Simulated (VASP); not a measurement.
The system is C.

```
CELL_PARAMETERS angstrom
1.75497 0.00000 0.00000
0.00000 1.75497 0.00000
0.00000 0.00000 1.75497
ATOMIC_POSITIONS crystal
C 0.00000 0.00000 0.00000
```

This isn't the form of C at room conditions, which is graphite.

Base run:

```yaml
Program: VASP 6.6.1
Functional: PBEsol
Potentials_or_basis: VASP PAW PBE potentials, release 64 (C)
Cutoff: 520 eV
k_mesh: 29 × 29 × 29
Occupations: fermi-dirac, width 0.1 eV
Spin: no spin polarisation
```

Its results: band gap on the k mesh none (metal or under the smearing width); pressure 3.6 GPa.

Q: The run is repeated on the same cell with these changes: k mesh from 29 × 29 × 29 to 20 × 20 × 20. What comes out?

A: Band gap on the k mesh none (metal or under the smearing width); pressure 4.6 GPa.

Caveats: the PAW data sets were made with another functional, which shifts forces and pressure a little.
